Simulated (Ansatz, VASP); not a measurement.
## Two plane-wave programs on KCl

POSCAR

```
KCl
1.0
    3.8447648020      0.0000000000      0.0000000000
    0.0000000000      3.8447648020      0.0000000000
    0.0000000000      0.0000000000      3.8447648020
K Cl
1 1
Direct
    0.0000000000      0.0000000000      0.0000000000
    0.5000000000      0.5000000000      0.5000000000
```

INCAR.step1

```
SYSTEM = KCl
PREC = Accurate
ENCUT = 520
ISMEAR = 0
SIGMA = 0.01
LREAL = .False.
LASPH = .True.
NELM = 60
NBANDS = 15
GGA = PE
ALGO = Normal
EDIFF = 1E-4
LWAVE = .True.
LCHARG = .False.
```

Contents of INCAR.step2:

```
SYSTEM = KCl
PREC = Accurate
ENCUT = 520
EDIFF = 1E-7
ISMEAR = 0
SIGMA = 0.01
LREAL = .False.
LASPH = .True.
NELM = 60
ALGO = Normal
ISIF = 2
LWAVE = .False.
LCHARG = .True.
METAGGA = R2SCAN
LMIXTAU = .True.
LELF = .True.
LVHAR = .True.
NBANDS = 15
ISTART = 1
```

The input KPOINTS:

```
Automatic mesh
0
Gamma
  6 6 6
  0 0 0
```

Input for Ansatz:

```yaml
crystal:
  lattice:
    - [3.844764802, 0.0, 0.0]
    - [0.0, 3.844764802, 0.0]
    - [0.0, 0.0, 3.844764802]
  atoms:
    - { symbol: K, position: [0.0, 0.0, 0.0] }
    - { symbol: Cl, position: [0.5, 0.5, 0.5] }
kpoints:
  mp_grid: { grid: [6, 6, 6] }
hamiltonian:
  xc: r2scan
scf:
  occupations: { method: fixed }
  n_extra_bands: 4
output:
  forces: true
  stress: true
  eigenvalues: true
```

Alike in both runs: task single point; functional r2SCAN; k mesh 6 × 6 × 6; no spin polarisation.

```csv
,VASP,Ansatz
version,VASP 6.6.1,Ansatz 0.2.0
potentials or method,"VASP PAW PBE potentials, release 64 (K_sv, Cl)","plane waves, PAW"
plane-wave cutoff (eV),520,500
occupations,"gaussian, width 0.01 eV",fixed
valence electrons in the cell,16,16
```

|  | VASP | Ansatz | Ansatz less VASP |
| --- | --- | --- | --- |
| gap on the k mesh at the Fermi level (eV) | 5.54 | 5.53 | -0.005 |
| pressure (GPa) | -1.2 | -1.1 | +0.05 |

Caveats: the PAW data sets were made with another functional, which shifts forces and pressure a little (VASP). r2SCAN opens gaps a little over a GGA but as a rule still falls short of measured ones. A k mesh can miss the band edges.
